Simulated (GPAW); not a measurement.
GaN: single point with PBE

**What was measured.**

“Studying electronic properties in GaN without electrical contacts using γ-γ vs e−-γ Perturbed Angular Correlations”, 2019, pmc:6823545 quotes, for a bulk crystal of GaN: band gap 3.503 ± 0.005 eV (direct).

The system is GaN.

```
Ga N
1.0
     3.18000    0.00000    0.00000
    -1.59000    2.75396    0.00000
     0.00000    0.00000    5.16600
Ga N
2 2
Direct
  0.66667 0.33333 0.50000
  0.33333 0.66667 0.00000
  0.66667 0.33333 0.87500
  0.33333 0.66667 0.37500
```

| Item | Value |
| --- | --- |
| Program | GPAW 26.7.0 |
| Task | single point |
| Functional | PBE |
| Potentials or basis | GPAW PAW data sets (gpaw-data 1.2.1) |
| Cutoff | 800 eV |
| Basis | pw |
| k mesh | 10 × 10 × 5 |
| Occupations | fermi-dirac, width 0.05 eV |
| Spin | no spin polarisation |

```json
{
 "Pressure": "15.3 GPa",
 "Largest force": "0.181 eV/Å",
 "Band gap on the k mesh": "2.09 eV, direct"
}
```

Forces in eV/Å, atoms in the order of the input:
```
Ga   0.000  0.000 -0.181
Ga   0.000  0.000 -0.181
N    0.000  0.000  0.181
N    0.000  0.000  0.180
```

Stress tensor (GPa, compression positive):
```
14.53  0.00  0.00
 0.00 14.53  0.00
 0.00  0.00 16.77
```

Levels at points of the mesh, in eV from the valence-band top:
```
           k point  band 4  band 5  band 6  band 7  band 8  band 9  band 10  band 11  band 12  band 13
(0.00, 0.00, 0.00)   -1.05   -1.05   -0.06    0.00    0.00    2.09     4.41     9.36    10.01    10.01
(0.50, 0.50, 0.00)   -5.29   -4.25   -2.73   -2.28   -0.97    5.16     5.72     6.17     8.79    10.45
```

Run time: 48 s on 1 thread of AMD EPYC 7R13 Processor (Zen 3) (shared host), peak memory 0.21 GiB.

Measured gap of GaN: 3.503 eV (direct; quoted in “Studying electronic properties in GaN without electrical contacts using γ-γ vs e−-γ Perturbed Angular Correlations”, 2019, pmc:6823545). This calculation gives 2.09 eV (-1.42 eV). Spin-orbit coupling on Ga is left out. The value is that of PBE, without temperature or zero-point motion. Semilocal functionals fall short of measured gaps as a rule.

Caveat: so large a pressure means that the cell lies far from this level's equilibrium, or that cutoff or potentials fall short.
